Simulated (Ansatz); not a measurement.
A plane-wave DFT run in Ansatz 0.2.0 (scalar-relativistic PAW potentials unless the input names others): input and command.

```yaml
crystal:
  lattice:
    - [4.0612801233, 0.0, 0.0]
    - [0.0, 4.0612801233, 0.0]
    - [0.0, 0.0, 4.0612801233]
  atoms:
    - { symbol: Mg, position: [0.5, 0.5, 0.0] }
    - { symbol: Mg, position: [0.5, 0.0, 0.5] }
    - { symbol: Mg, position: [0.0, 0.5, 0.5] }
    - { symbol: B, position: [0.0, 0.0, 0.0] }
basis:
  ecutwfc: 420
kpoints:
  mp_grid: { grid: [10, 10, 10] }
hamiltonian:
  xc: pbesol
scf:
  occupations: { method: gaussian, width: 0.1 }
  n_extra_bands: 32
output:
  forces: true
  eigenvalues: true
  stress: true
```

```bash
ansatz run input.yaml --threads 1 --pin off --max-ram 1331MiB --backend cpu --events-out ev --progress --plain --runs-dir out
```

Abridged log:
```
Basis set: ecut = 420 eV, 1357 PW (Γ), exchange–correlation on 60×60×60 points (8 copies of the dense FFT grid, shifted against one another)
Bands: 49, of which v1, the nominal top of the filled ones, is band 17 counted from 1 (16 counted from 0)
Symmetry: 48 space group operations
k-points: 56 of 1000
SCF iter   1: F=—  HF=-5886.568404 eV  |F-HF|=—  |Δ(HF+E_count)|=         —  Δρ=2.68e-3  dr2=5.09e-3  ethr=1.77e-3  ⟨swp⟩=5.9  Hψ=11582  notcnv=0  defer=973
SCF iter   2: F=—  HF=-5886.566265 eV  |F-HF|=—  |Δ(HF+E_count)|=   2.14e-3  Δρ=1.50e-3  dr2=1.70e-3  ethr=1.54e-5  ⟨swp⟩=1.8  Hψ=3385  notcnv=0  defer=1034
SCF iter   3: F=—  HF=-5886.565667 eV  |F-HF|=—  |Δ(HF+E_count)|=   5.99e-4  Δρ=4.77e-4  dr2=3.33e-4  ethr=5.14e-6  ⟨swp⟩=2.4  Hψ=2080  notcnv=0  defer=1034
SCF iter   4: F=—  HF=-5886.565589 eV  |F-HF|=—  |Δ(HF+E_count)|=   7.74e-5  Δρ=1.90e-4  dr2=5.61e-5  ethr=1.01e-6  ⟨swp⟩=1.1  Hψ=1294  notcnv=0  defer=1034
SCF iter   5: F=—  HF=-5886.565505 eV  |F-HF|=—  |Δ(HF+E_count)|=   8.42e-5  Δρ=3.02e-5  dr2=4.00e-7  ethr=1.70e-7  ⟨swp⟩=2.0  Hψ=1480  notcnv=0  defer=1034
SCF iter   6: F=-5886.565505 eV  HF=-5886.565505 eV  |F-HF|=2.87e-9  |Δ(HF+E_count)|=   1.09e-7  Δρ=3.72e-6  dr2=7.79e-9  ethr=3.03e-10  ⟨swp⟩=11.0  Hψ=16106  notcnv=0
SCF 1 converged in 6 iterations: F = -5886.565505 eV  dr2 = 7.79e-9
SCF converged after 6 iterations
Free energy (F): -5886.565505 eV
Harris-Foulkes:  -5886.565505 eV  (|F-HF|=2.87e-9)
Internal energy: -5886.559179 eV  (E = F + TS)
E sigma→0 (E₀):  -5886.562342 eV
Entropy (-TS):   -0.006326 eV (-1.581 meV/atom)
Fermi energy:    6.897141 eV
--- Forces (eV/Å), atoms counted from 1 ---
  atom   1  Mg     0.00000000     0.00000000     0.00000000
  atom   2  Mg     0.00000000     0.00000000     0.00000000
  atom   3  Mg     0.00000000     0.00000000     0.00000000
  atom   4  B      0.00000000     0.00000000     0.00000000
--- Stress (GPa, compression-positive) ---
       -1.826394       0.000000       0.000000
        0.000000      -1.826394       0.000000
        0.000000       0.000000      -1.826394
  P = ⅓ Tr σ = -1.8264 GPa (-18.264 kbar)
```

Apart from outputs, the input differs from a reference run on usual settings in scf.n_extra_bands: not typed → 32. The reference, at the same geometry (not necessarily relaxed), gave pressure -1.83 GPa, largest force 0.000 eV/Å, no gap on the mesh. This run converged in 6 SCF iterations (reference: 6) with an energy at zero smearing within 0.01 meV/atom of the reference's, pressure -1.83 GPa, largest force 0.000 eV/Å, no gap on the mesh.